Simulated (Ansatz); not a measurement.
Ta: relaxation of cell and atoms with PBEsol

Ta:

```
CELL_PARAMETERS angstrom
2.90037 0.00000 0.00000
-1.45019 2.51180 0.00000
0.00000 0.00000 5.16627
ATOMIC_POSITIONS crystal
Ta 0.33333 0.66667 0.25000
Ta 0.66667 0.33333 0.75000
```

This isn't the form of Ta at room conditions, which is bcc.

| Property | Result |
| --- | --- |
| Program | Ansatz 0.2.0 |
| Task | relaxation of cell and atoms |
| Functional | PBEsol |
| Potentials or basis | Ansatz PAW |
| Cutoff | 420 eV (not typed: the program's choice for these potentials) |
| k mesh | 11 × 11 × 5 |
| Occupations | fermi-dirac, width 0.05 eV |
| Spin | no spin polarisation |
| Target pressure | 20 GPa |
| Target pressure (GPa) | 20 |

| Quantity | Value |
| --- | --- |
| Relaxed volume | 16.66 Å³/atom |
| Relaxed cell | a = 2.788 Å, b = 2.788 Å, c = 4.950 Å, α = 90.00°, β = 90.00°, γ = 120.00° |
| Space group after relaxing (to 0.05 Å) | P6_3/mmc (No. 194) |
| Energy change on relaxing (the enthalpy is what falls) | +67.1 meV/atom |
| Ionic steps | 6 |
| Pressure after relaxing | 20.0 GPa |
| Band gap on the k mesh | none (metal or under the smearing width) |

The path:
```
step  energy change (eV)  largest force (eV/Å)  volume (Å³)
   1              0.0000                0.0000        37.64
   2              0.2685                0.0000        32.41
   3              0.1143                0.0000        33.47
   4              0.1327                0.0000        33.32
   5              0.1334                0.0000        33.31
   6              0.1343                0.0000        33.31
```

Final structure:
```
CELL_PARAMETERS angstrom
2.78761 0.00000 0.00000
-1.39380 2.41414 0.00000
0.00000 0.00000 4.95023
ATOMIC_POSITIONS crystal
Ta 0.33333 0.66667 0.25000
Ta 0.66667 0.33333 0.75000
```

Levels at points of the mesh, in eV from the Fermi level:
| k point | band 9 | band 10 | band 11 | band 12 | band 13 | band 14 | band 15 | band 16 | band 17 |
| --- | --- | --- | --- | --- | --- | --- | --- | --- | --- |
| (0.00, 0.00, 0.00) | -8.65 | -5.34 | -0.74 | 0.32 | 0.54 | 0.54 | 1.22 | 1.22 | 3.29 |

Wall time 5.4 s on 2 threads of AMD EPYC 7R13 Processor (Zen 3), with other jobs on the host, peak memory 0.38 GiB.

Caveat: the plane-wave basis is chosen anew once the cell has moved, so the energies of steps on either side of that aren't comparable; the PAW data sets come from PBE, with cores solved anew for the run's functional, which leaves a small shift of forces and pressure. Spin-orbit coupling is left out, which matters for the levels of Ta.
